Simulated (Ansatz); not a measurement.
InN:
```yaml
crystal:
  lattice:
    - [3.58056, 0.00000, 0.00000]
    - [-1.79028, 3.10085, 0.00000]
    - [0.00000, 0.00000, 5.78780]
  atoms:
    - { symbol: In, position: [0.66667, 0.33333, 0.00196] }
    - { symbol: In, position: [0.33333, 0.66667, 0.50196] }
    - { symbol: N, position: [0.66667, 0.33333, 0.62324] }
    - { symbol: N, position: [0.33333, 0.66667, 0.12324] }
```

Relaxed with PBE.

Task: Map the valence electron density (e/Å³), cut off at 2 on the plane through (0.667, 0.333, 0.002) spanned by u = [0, 0, 1] and v = [1, -1, 0] in lattice vectors, from the program Ansatz at the PBE level (PAW).

Result: x is the fraction of u, y of v (the angle between them is 90°; rows are the nearest grid lines); atoms in the plane: In at (0.00, 0.00), In at (0.50, 0.67), N at (0.62, 0.00), N at (0.12, 0.67).
```
y \ x   0.000  0.103  0.172  0.276  0.379  0.448  0.552  0.621  0.724  0.828  0.897   1.00
------  -----  -----  -----  -----  -----  -----  -----  -----  -----  -----  -----  -----
1.00     2.00   2.00  0.463  0.064  0.091  0.324   2.00   2.00   1.69  0.605   2.00   2.00
0.935    2.00   1.87  0.338  0.066  0.090  0.275   1.80   2.00   1.05  0.443   1.86   2.00
0.839   0.550  0.501  0.326  0.131  0.168  0.338  0.551  0.511  0.233  0.135  0.240  0.550
0.774   0.491   1.29  0.986  0.305  0.535   1.76   1.77  0.578  0.128  0.070  0.122  0.491
0.677    1.01   2.00   2.00  0.683   2.00   2.00   2.00   2.00  0.138  0.054  0.119   1.01
0.613   0.786   2.00   2.00  0.545   1.42   2.00   2.00   1.42  0.123  0.054  0.111  0.786
0.548   0.355  0.907  0.722  0.255  0.440   1.31   1.28  0.425  0.087  0.049  0.087  0.355
0.452   0.097  0.120  0.096  0.057  0.073  0.111  0.121  0.088  0.044  0.035  0.050  0.097
0.387   0.050  0.049  0.038  0.026  0.033  0.045  0.052  0.044  0.028  0.025  0.033  0.050
0.323   0.041  0.037  0.029  0.021  0.026  0.036  0.041  0.035  0.024  0.022  0.029  0.041
0.226   0.106  0.084  0.056  0.032  0.041  0.065  0.099  0.096  0.060  0.049  0.069  0.106
0.161   0.457  0.232  0.109  0.045  0.059  0.117  0.288  0.340  0.189  0.126  0.228  0.457
0.0645   2.00   1.87  0.328  0.061  0.084  0.263   1.75   2.00   1.04  0.444   1.87   2.00
0.000    2.00   2.00  0.463  0.064  0.091  0.324   2.00   2.00   1.69  0.605   2.00   2.00
```

The density is the valence pseudo-density with augmentation charge, so density and ELF within about 1 Å of a nucleus are not all-electron values.

Space group P6_3mc (wurtzite). The PBE relaxation kept the symmetry of its start; of distortions, only those at the zone centre were tested.

Potentials: the later of the program's two PAW sets.
